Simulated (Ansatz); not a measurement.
# Te2Mo (P2_1/m) in Ansatz: further runs

The runs below take Te2Mo through single point, equation of state, with BLYP.

All numbers are computed with Ansatz 0.2.0; they aren't measurements. Logs are shortened: lines on timing, memory, paths and dates and some standing lists are left out, and cuts for length are marked.

### 1 The structure

It takes space group P2_1/m (No. 11, monoclinic). The conventional cell has a = 6.330 Å, b = 3.469 Å, c = 13.860 Å, α = 90.00°, β = 93.92°, γ = 90.00°. Te (site symmetry m) has 3 Mo at 2.79 to 2.81 Å as nearest neighbours. Te (site symmetry m) has 3 Mo at 2.70 Å as nearest neighbours. Te (site symmetry m) is surrounded by 3 Mo at 2.79 to 2.82 Å. Around Te (site symmetry m) lie 3 Mo at 2.70 to 2.71 Å. Around Mo (site symmetry m) lie 6 Te at 2.70 to 2.82 Å and 2 Mo at 2.89 Å. Around Mo (site symmetry m) lie 6 Te at 2.70 to 2.81 Å and 2 Mo at 2.90 Å.

### 2 Single point, BLYP, 23.78 Å³/atom (volume scaled by 0.94)

input.yaml

```yaml
crystal:
  lattice:
    - [6.2007800682, 0.0, 0.0]
    - [0.0, 3.3981842111, 0.0]
    - [-0.9274669445, 0.0, 13.5453481849]
  atoms:
    - { symbol: Te, position: [0.9437, 0.75, 0.6045] }
    - { symbol: Te, position: [0.0563, 0.25, 0.3955] }
    - { symbol: Te, position: [0.903, 0.25, 0.8514] }
    - { symbol: Te, position: [0.097, 0.75, 0.1486] }
    - { symbol: Te, position: [0.4112, 0.75, 0.8955] }
    - { symbol: Te, position: [0.5888, 0.25, 0.1045] }
    - { symbol: Te, position: [0.4432, 0.25, 0.6484] }
    - { symbol: Te, position: [0.5568, 0.75, 0.3516] }
    - { symbol: Mo, position: [0.8167, 0.75, 0.9926] }
    - { symbol: Mo, position: [0.1833, 0.25, 0.0074] }
    - { symbol: Mo, position: [0.6819, 0.25, 0.4934] }
    - { symbol: Mo, position: [0.3181, 0.75, 0.5066] }
hamiltonian:
  xc: blyp
  pseudopotentials: { kind: paw }
kpoints:
  mp_grid: { grid: [4, 8, 2] }
scf:
  occupations: { method: fermi_dirac, width: 0.05 }
output:
  forces: true
  stress: true
  eigenvalues: true
```

Potentials or basis: Ansatz PAW.

Launch:

```
$ ansatz run input.yaml --threads 2 --pin off --max-ram 5120MiB --backend cpu --events-out ev --progress --plain --runs-dir out
```

Standard output:

```text
Warning: RAYON_NUM_THREADS=2 ignored (pool sized by the plan → 2); use --threads N
Engine: ansatz 0.2.0, x86_64-unknown-linux-gnu
Pseudopotentials: kind: paw
Pseudopotential: Te, paw, valence charge 16, recommended cutoff 420 eV (normal), Te.paw.azcp
Pseudopotential: Mo, paw, valence charge 14, recommended cutoff 420 eV (normal), Mo.paw.azcp
Functional definition: BLYP
  parameter beta = 0.0042
  parameter a = 0.04918
  parameter b = 0.132
  parameter c = 0.2533
  parameter d = 0.349
  exchange = b88_x(beta = beta)
  correlation = lyp_c(a = a, b = b, c = c, d = d)
Crystal: 12 atoms, lattice volume = 285.419 Å³
Basis set: ecut = 420 eV, 5599 PW (Γ), exchange–correlation on 90×48×192 points (8 copies of the dense FFT grid, shifted against one another)
Bands: 111, of which v1, the nominal top of the filled ones, is band 92 counted from 1 (91 counted from 0)
Symmetry: 4 space group operations
Space group: P21/m (ITA 11), of the structure as read, at distance tolerance 6.6e-5 Å
k-points: 30 of 64
Non-local potential: Te, projectors of the file, l = 0: 2, l = 1: 2, l = 2: 2, l = 3: 2
Non-local potential: Mo, projectors of the file, l = 0: 3, l = 1: 2, l = 2: 2, l = 3: 1
PAW form: soft (Blöchl's): semilocal exchange-correlation on the pseudo side does not see the compensation charge
PAW frozen core: Te, regenerated for the run's functional, and the local potential with it (the file was generated under x = pbe(κ = 0.804, μ = 0.2195149727645171), c = pbe(β = 0.06672455060314922))
PAW frozen core: Mo, regenerated for the run's functional, and the local potential with it (the file was generated under x = pbe(κ = 0.804, μ = 0.2195149727645171), c = pbe(β = 0.06672455060314922))
PAW one-centre angular grid: Te, 590 points (default); XC on 64 Gauss nodes
PAW one-centre angular grid: Mo, 590 points (default); XC on 64 Gauss nodes
Initial density: superposition of atomic densities (neutral atoms: chi_scale 0, normalization atom), corrected by the library's trained network
Initial wavefunctions: pseudopotential atomic-orbital guess
Functional: x = b88, c = lyp
SCF iter   1: F=—  HF=-75853.910046 eV  |F-HF|=—  |Δ(HF+E_count)|=         —  Δρ=8.64e-3  dr2=2.11e-1  ethr=1.77e-3  ⟨swp⟩=6.1  Hψ=12107  notcnv=0  defer=35
preconditioner: auto → LDOS  [metal: Δε(μ)=0.014 eV  Ē_g=7.559 eV  σ=0.050 eV  W_gap=0.07  n_scr=80 (ndim 8)  ℏωp=18.7 eV  f_vac=0.020  D(μ)=4.15/eV (n_scr^D=16)  β→1.0]
SCF iter   2: F=—  HF=-75853.881500 eV  |F-HF|=—  |Δ(HF+E_count)|=   2.85e-2  Δρ=2.69e-3  dr2=3.91e-2  ethr=1.14e-4  ⟨swp⟩=2.4  Hψ=5776  notcnv=0  defer=233
SCF iter   3: F=—  HF=-75853.874201 eV  |F-HF|=—  |Δ(HF+E_count)|=   7.30e-3  Δρ=1.20e-3  dr2=1.33e-2  ethr=2.12e-5  ⟨swp⟩=2.0  Hψ=6194  notcnv=0  defer=233
SCF iter   4: F=—  HF=-75853.871569 eV  |F-HF|=—  |Δ(HF+E_count)|=   2.63e-3  Δρ=3.99e-4  dr2=5.05e-4  ethr=7.21e-6  ⟨swp⟩=2.0  Hψ=5388  notcnv=0  defer=233
SCF iter   5: F=—  HF=-75853.871376 eV  |F-HF|=—  |Δ(HF+E_count)|=   1.93e-4  Δρ=8.63e-5  dr2=3.43e-5  ethr=2.75e-7  ⟨swp⟩=2.0  Hψ=5864  notcnv=0  defer=233
SCF iter   6: F=—  HF=-75853.871479 eV  |F-HF|=—  |Δ(HF+E_count)|=   1.02e-4  Δρ=3.01e-5  dr2=2.79e-6  ethr=1.86e-8  ⟨swp⟩=2.0  Hψ=5601  notcnv=0  defer=233
SCF iter   7: F=—  HF=-75853.871479 eV  |F-HF|=—  |Δ(HF+E_count)|=   6.65e-7  Δρ=7.11e-6  dr2=1.62e-7  ethr=1.51e-9  ⟨swp⟩=2.0  Hψ=5673  notcnv=0  defer=233
SCF iter   8: F=-75853.871479 eV  HF=-75853.871479 eV  |F-HF|=3.04e-9  |Δ(HF+E_count)|=   6.87e-8  Δρ=2.45e-6  dr2=1.78e-8  ethr=5.43e-11  ⟨swp⟩=11.9  Hψ=15114  notcnv=0
SCF 1 converged in 8 iterations: F = -75853.871479 eV  dr2 = 1.78e-8
SCF converged after 8 iterations
Free energy (F): -75853.871479 eV
Harris-Foulkes:  -75853.871479 eV  (|F-HF|=3.04e-9)
Internal energy: -75853.837631 eV  (E = F + TS)
E sigma→0 (E₀):  -75853.854555 eV
Entropy (-TS):   -0.033849 eV (-2.821 meV/atom)
Fermi energy:    14.071806 eV
--- Per-component energies (eV) ---
  E_band       = -2054.848977
  E_kinetic    = 3253.785251
  E_local      = -14650.846023  (includes V_loc(G=0)·N_el)
  E_nonlocal   = -1918.204848
  E_hartree    = 8294.365822
  E_xc         = -1713.677273
  E_vxc        = -1728.266205  (∫ρ·V_xc dr)
  E_paw        = -50326.678801  (= ΣΔE_a)
  E_vpaw       = -3600.047460  (= ΣTr[D̂ρ^β])
  E_aug_tail   = -0.001538  (compensation charges beyond the density's cutoff)
  E_ewald      = -18792.713248
  E_core_change = 0.133026  (= ΣΔE_core)
  E_smearing   = -0.033849  (= −TS)
  E_closure    = 0.000000  (closes the sum)
  Σ components = -75853.871479   (vs F -75853.871479, Δ=0.00e0)
--- Forces (eV/Å), atoms counted from 1 ---
  atom   1  Te     0.13680387     0.00000000     1.01120756
  atom   2  Te    -0.13680387     0.00000000    -1.01120756
  atom   3  Te    -0.03483361     0.00000000    -1.53951644
  atom   4  Te     0.03483361     0.00000000     1.53951644
  atom   5  Te     0.09561829     0.00000000    -0.95457062
  atom   6  Te    -0.09561829     0.00000000     0.95457062
  atom   7  Te    -0.08119817     0.00000000     1.49137799
  atom   8  Te     0.08119817     0.00000000    -1.49137799
  atom   9  Mo    -0.22776992     0.00000000     0.07596283
  atom  10  Mo     0.22776992     0.00000000    -0.07596283
  atom  11  Mo     0.09331629     0.00000000     0.11566005
  atom  12  Mo    -0.09331629     0.00000000    -0.11566005
  max |Σ_I F_I| component: 5.55e-17 eV/Å
--- Stress (GPa, compression-positive) ---
       17.126321       0.000000       0.084161
        0.000000      16.840221       0.000000
        0.084161       0.000000      16.046367
  P = ⅓ Tr σ = 16.6710 GPa (166.710 kbar)
--- Band table (eV; the first three rows and the last of 30) ---
  k-point 0: bands = ["-47.0043", "-46.9797", "-46.9310", "-46.9046", "-23.0082", "-22.9964", "-22.9890", "-22.9873", "-22.9757", "-22.9628", "-22.9572", "-22.9534", "-22.9520", "-22.9500", "-22.9460", "-22.9272", "-22.9243", "-22.9216", "-22.9177", "-22.9164", "-22.9128", "-22.8999", "-22.8941", "-22.8940", "-22.8873", "-22.8833", "-22.8804", "-22.8776", "-22.8609", "-22.8554", "-22.8469", "-22.8425", "-22.8401", "-22.8312", "-22.8087", "-22.8063", "-22.7985", "-22.7911", "-22.7872", "-22.7828", "-22.7693", "-22.7586", "-22.7480", "-22.7432", "-21.3027", "-21.2804", "-21.1782", "-21.1749", "-21.1534", "-21.1512", "-20.9999", "-20.9888", "-20.9716", "-20.9609", "-20.8195", "-20.7913", "0.4413", "0.7907", "1.4315", "2.0181", "2.4639", "2.6211", "2.6760", "2.8949", "7.8361", "8.0565", "8.1662", "8.7273", "9.2109", "9.4159", "9.5804", "9.7812", "10.4392", "11.2822", "11.3171", "11.3698", "11.3800", "11.4126", "11.6430", "11.9100", "12.1045", "12.1251", "12.5790", "12.7214", "13.0931", "13.2754", "13.3753", "13.5466", "13.6114", "13.9455", "14.1752", "14.2257", "14.5191", "14.7998", "15.0200", "15.1196", "15.2285", "15.9928", "16.1940", "16.2464", "16.4438", "16.9396", "17.2181", "17.2549", "17.4254", "17.5933", "17.7404", "17.9153", "18.9064", "19.0718", "19.4954"]
  k-point 1: bands = ["-47.0043", "-46.9797", "-46.9310", "-46.9046", "-23.0082", "-22.9964", "-22.9890", "-22.9873", "-22.9757", "-22.9629", "-22.9572", "-22.9534", "-22.9520", "-22.9500", "-22.9460", "-22.9273", "-22.9243", "-22.9216", "-22.9177", "-22.9165", "-22.9128", "-22.8999", "-22.8941", "-22.8939", "-22.8872", "-22.8833", "-22.8804", "-22.8776", "-22.8609", "-22.8554", "-22.8469", "-22.8425", "-22.8401", "-22.8312", "-22.8087", "-22.8063", "-22.7985", "-22.7911", "-22.7872", "-22.7828", "-22.7693", "-22.7586", "-22.7480", "-22.7432", "-21.3027", "-21.2804", "-21.1782", "-21.1749", "-21.1534", "-21.1512", "-20.9999", "-20.9888", "-20.9716", "-20.9609", "-20.8195", "-20.7913", "0.5584", "0.5945", "1.7491", "1.7764", "2.4774", "2.4866", "2.8377", "2.8531", "7.9469", "7.9976", "8.4782", "8.5240", "8.9359", "9.0531", "9.7616", "9.9756", "10.8902", "11.0416", "11.3185", "11.3387", "11.3756", "11.4077", "11.6975", "11.7485", "12.0628", "12.2466", "12.5314", "12.6479", "13.2186", "13.2587", "13.3084", "13.3590", "14.0140", "14.0583", "14.0666", "14.0697", "14.5367", "14.6650", "15.0398", "15.1035", "15.6357", "15.8759", "16.2468", "16.2937", "16.3080", "16.3314", "17.5166", "17.5215", "17.5527", "17.5867", "17.6430", "17.6475", "19.0694", "19.2887", "19.5031"]
  k-point 2: bands = ["-47.0004", "-46.9757", "-46.9327", "-46.9063", "-23.0054", "-22.9933", "-22.9902", "-22.9871", "-22.9727", "-22.9589", "-22.9584", "-22.9555", "-22.9521", "-22.9520", "-22.9449", "-22.9276", "-22.9255", "-22.9226", "-22.9187", "-22.9184", "-22.9116", "-22.8956", "-22.8943", "-22.8898", "-22.8883", "-22.8842", "-22.8822", "-22.8798", "-22.8566", "-22.8513", "-22.8477", "-22.8444", "-22.8424", "-22.8335", "-22.8085", "-22.8071", "-22.7987", "-22.7934", "-22.7868", "-22.7823", "-22.7691", "-22.7588", "-22.7475", "-22.7427", "-21.2966", "-21.2746", "-21.2014", "-21.1778", "-21.1658", "-21.1409", "-21.0221", "-20.9946", "-20.9786", "-20.9499", "-20.8200", "-20.7916", "0.6302", "0.9783", "1.5577", "2.1249", "2.5553", "2.7477", "2.7514", "3.0109", "8.0263", "8.2492", "8.3434", "8.8266", "9.2452", "9.6268", "9.6988", "9.7593", "10.3294", "10.8505", "10.9611", "11.0980", "11.2812", "11.5278", "11.6629", "11.6830", "12.0675", "12.1378", "12.1587", "12.5870", "12.7925", "13.0433", "13.1007", "13.1167", "13.4260", "13.7905", "13.8023", "13.9409", "14.0574", "14.3673", "15.2698", "15.4240", "15.4403", "15.9068", "16.0876", "16.0990", "16.2978", "16.3883", "16.5384", "16.7357", "16.9662", "17.4384", "17.4696", "17.6460", "19.1488", "19.2381", "20.2095"]
  k-point 29: bands = ["-46.9600", "-46.9600", "-46.9344", "-46.9344", "-23.0095", "-23.0095", "-22.9742", "-22.9742", "-22.9688", "-22.9688", "-22.9642", "-22.9642", "-22.9366", "-22.9366", "-22.9346", "-22.9346", "-22.9308", "-22.9308", "-22.9228", "-22.9228", "-22.9011", "-22.9011", "-22.8912", "-22.8912", "-22.8880", "-22.8880", "-22.8661", "-22.8661", "-22.8536", "-22.8536", "-22.8489", "-22.8489", "-22.8274", "-22.8274", "-22.8086", "-22.8086", "-22.8030", "-22.8030", "-22.7820", "-22.7820", "-22.7633", "-22.7633", "-22.7425", "-22.7425", "-21.3390", "-21.3390", "-21.3163", "-21.3163", "-21.0754", "-21.0754", "-21.0493", "-21.0493", "-20.8889", "-20.8889", "-20.8600", "-20.8600", "2.7215", "2.7215", "2.8236", "2.8236", "3.1453", "3.1453", "3.2220", "3.2220", "7.8081", "7.8081", "7.8876", "7.8876", "8.8841", "8.8841", "9.0145", "9.0145", "10.2455", "10.2455", "10.4916", "10.4916", "11.2103", "11.2103", "11.3007", "11.3007", "11.5587", "11.5587", "11.6357", "11.6357", "12.0943", "12.0943", "12.1812", "12.1812", "12.9668", "12.9668", "13.0613", "13.0613", "15.1481", "15.1481", "15.1694", "15.1694", "15.8052", "15.8052", "15.9135", "15.9135", "16.3737", "16.3737", "16.5287", "16.5287", "17.5729", "17.5729", "17.7254", "17.7254", "18.8983", "18.8983", "19.0685"]
```

Run time: 21 s. Hardware: 2 threads of Intel Xeon Platinum 8488C (Sapphire Rapids), shared host; peak memory 1.1 GiB.

What came out:

| Item | Value |
| --- | --- |
| Free energy | -75853.8715 eV |
| Pressure | 16.7 GPa |
| Largest force | 1.540 eV/Å |
| Band gap on the k mesh | none (metal or under the smearing width) |

Caveat: the PAW data sets come from PBE, with cores solved anew for the run's functional, which leaves a small shift of forces and pressure; forces of over 1 eV/Å show positions far from the minimum, so gaps and moduli don't describe the material at rest.

### 3 Single point, BLYP, 24.29 Å³/atom (volume scaled by 0.96)

Edit input.yaml of step 2 so:

```diff
@@ -2,5 +2,5 @@
   lattice:
-    - [6.2007800682, 0.0, 0.0]
-    - [0.0, 3.3981842111, 0.0]
-    - [-0.9274669445, 0.0, 13.5453481849]
+    - [6.2444489722, 0.0, 0.0]
+    - [0.0, 3.4221158743, 0.0]
+    - [-0.9339986171, 0.0, 13.6407411037]
   atoms:
```

Potentials or basis: Ansatz PAW.

Launch:

```
$ ansatz run input.yaml --threads 2 --pin off --max-ram 5120MiB --backend cpu --events-out ev --progress --plain --runs-dir out
```

Run time: 22 s. Hardware: 2 threads of Intel Xeon Platinum 8488C (Sapphire Rapids), shared host; peak memory 1.2 GiB.

It converged, with:

- Free energy: -75854.4459 eV
- Pressure: 13.7 GPa
- Largest force: 1.166 eV/Å
- Band gap on the k mesh: none (metal or under the smearing width)

Caveat: the PAW data sets come from PBE, with cores solved anew for the run's functional, which leaves a small shift of forces and pressure; forces of over 1 eV/Å show positions far from the minimum, so gaps and moduli don't describe the material at rest.

### 4 Single point, BLYP, 24.80 Å³/atom (volume scaled by 0.98)

Edit input.yaml of step 3 so:

```diff
@@ -2,5 +2,5 @@
   lattice:
-    - [6.2444489722, 0.0, 0.0]
-    - [0.0, 3.4221158743, 0.0]
-    - [-0.9339986171, 0.0, 13.6407411037]
+    - [6.2875154984, 0.0, 0.0]
+    - [0.0, 3.4457174193, 0.0]
+    - [-0.9404401904, 0.0, 13.7348181532]
   atoms:
```

Launch:

```
$ ansatz run input.yaml --threads 2 --pin off --max-ram 5120MiB --backend cpu --events-out ev --progress --plain --runs-dir out
```

It took 22 s on 2 threads of Intel Xeon Platinum 8488C (Sapphire Rapids), shared host; peak memory 1.2 GiB.

It converged, with:

```
Free energy            : -75854.9130 eV
Pressure               : 11.0 GPa
Largest force          : 0.822 eV/Å
Band gap on the k mesh : none (metal or under the smearing width)
```

Caveat: the PAW data sets come from PBE, with cores solved anew for the run's functional, which leaves a small shift of forces and pressure.

### 5 Single point, BLYP, 25.30 Å³/atom

Edit input.yaml of step 4 so:

```diff
@@ -2,5 +2,5 @@
   lattice:
-    - [6.2875154984, 0.0, 0.0]
-    - [0.0, 3.4457174193, 0.0]
-    - [-0.9404401904, 0.0, 13.7348181532]
+    - [6.33, 0.0, 0.0]
+    - [0.0, 3.469, 0.0]
+    - [-0.9467947088, 0.0, 13.8276237937]
   atoms:
```

Launch:

```
$ ansatz run input.yaml --threads 2 --pin off --max-ram 5120MiB --backend cpu --events-out ev --progress --plain --runs-dir out
```

Wall time 21 s (2 threads of Intel Xeon Platinum 8488C (Sapphire Rapids), shared host); peak memory 1.2 GiB.

The run converged. Its results:

```
Free energy            : -75855.2836 eV
Pressure               : 8.6 GPa
Largest force          : 0.504 eV/Å
Band gap on the k mesh : none (metal or under the smearing width)
```

Caveat: the PAW data sets come from PBE, with cores solved anew for the run's functional, which leaves a small shift of forces and pressure.

### 6 Single point, BLYP, 25.81 Å³/atom (volume scaled by 1.02)

Edit input.yaml of step 5 so:

```diff
@@ -2,5 +2,5 @@
   lattice:
-    - [6.33, 0.0, 0.0]
-    - [0.0, 3.469, 0.0]
-    - [-0.9467947088, 0.0, 13.8276237937]
+    - [6.3719217515, 0.0, 0.0]
+    - [0.0, 3.4919741795, 0.0]
+    - [-0.9530650552, 0.0, 13.91920013]
   atoms:
```

Potentials or basis: Ansatz PAW.

Launch:

```
$ ansatz run input.yaml --threads 2 --pin off --max-ram 5120MiB --backend cpu --events-out ev --progress --plain --runs-dir out
```

Wall time 22 s (2 threads of Intel Xeon Platinum 8488C (Sapphire Rapids), shared host); peak memory 1.2 GiB.

The run converged. Its results:

```
Free energy            : -75855.5667 eV
Pressure               : 6.4 GPa
Largest force          : 0.251 eV/Å
Band gap on the k mesh : none (metal or under the smearing width)
```

Caveat: the PAW data sets come from PBE, with cores solved anew for the run's functional, which leaves a small shift of forces and pressure.

### 7 Single point, BLYP, 26.32 Å³/atom (volume scaled by 1.04)

Edit input.yaml of step 6 so:

```diff
@@ -2,5 +2,5 @@
   lattice:
-    - [6.3719217515, 0.0, 0.0]
-    - [0.0, 3.4919741795, 0.0]
-    - [-0.9530650552, 0.0, 13.91920013]
+    - [6.4132990262, 0.0, 0.0]
+    - [0.0, 3.5146499719, 0.0]
+    - [-0.9592539627, 0.0, 14.0095870791]
   atoms:
```

Launch:

```
$ ansatz run input.yaml --threads 2 --pin off --max-ram 5120MiB --backend cpu --events-out ev --progress --plain --runs-dir out
```

It took 22 s on 2 threads of Intel Xeon Platinum 8488C (Sapphire Rapids), shared host; peak memory 1.2 GiB.

The run converged. Its results:

| Quantity | Value |
| --- | --- |
| Free energy | -75855.7712 eV |
| Pressure | 4.4 GPa |
| Largest force | 0.237 eV/Å |
| Band gap on the k mesh | none (metal or under the smearing width) |

Caveat: the PAW data sets come from PBE, with cores solved anew for the run's functional, which leaves a small shift of forces and pressure.

### 8 Single point, BLYP, 26.82 Å³/atom (volume scaled by 1.06)

Edit input.yaml of step 7 so:

```diff
@@ -2,5 +2,5 @@
   lattice:
-    - [6.4132990262, 0.0, 0.0]
-    - [0.0, 3.5146499719, 0.0]
-    - [-0.9592539627, 0.0, 14.0095870791]
+    - [6.4541491659, 0.0, 0.0]
+    - [0.0, 3.537036881, 0.0]
+    - [-0.9653640253, 0.0, 14.0988225237]
   atoms:
@@ -29 +29,5 @@
   eigenvalues: true
+  write_density: true
+  write_potential: true
+  elf: true
+  volumetric_format: npy
```

Launch:

```
$ ansatz run input.yaml --threads 2 --pin off --max-ram 5120MiB --backend cpu --events-out ev --progress --plain --runs-dir out
```

Wall time 32 s (2 threads of Intel Xeon Platinum 8488C (Sapphire Rapids), shared host); peak memory 1.2 GiB.

It converged, with:

```
Free energy            : -75855.9047 eV
Pressure               : 2.6 GPa
Largest force          : 0.348 eV/Å
Band gap on the k mesh : none (metal or under the smearing width)
```

Caveat: this functional lacks dispersion, which binds the layers, so the pressure and a relaxed spacing across them are unreliable; the PAW data sets come from PBE, with cores solved anew for the run's functional, which leaves a small shift of forces and pressure.

### 9 Equation of state, BLYP

Potentials or basis: Ansatz PAW.

No new run: the results of the series are fitted here.

What came out:

* Equilibrium volume: 27.68 Å³/atom (rough: see the caveat)
* Bulk modulus at fixed shape and positions: 78 GPa (rough)

Energy against volume, from the lowest point:
```csv
volume (Å³/atom),energy (meV/atom)
23.785,169.43
24.291,121.56
24.797,82.63
25.303,51.76
25.809,28.16
26.315,11.12
26.821,0.00
```

Caveat: the potentials were made for another functional, which shifts forces and pressure; the minimum lies outside the volumes run; the cell was scaled at fixed shape and fractional positions, which overstates the stiffness of a crystal with free parameters, most of all of layers and chains.
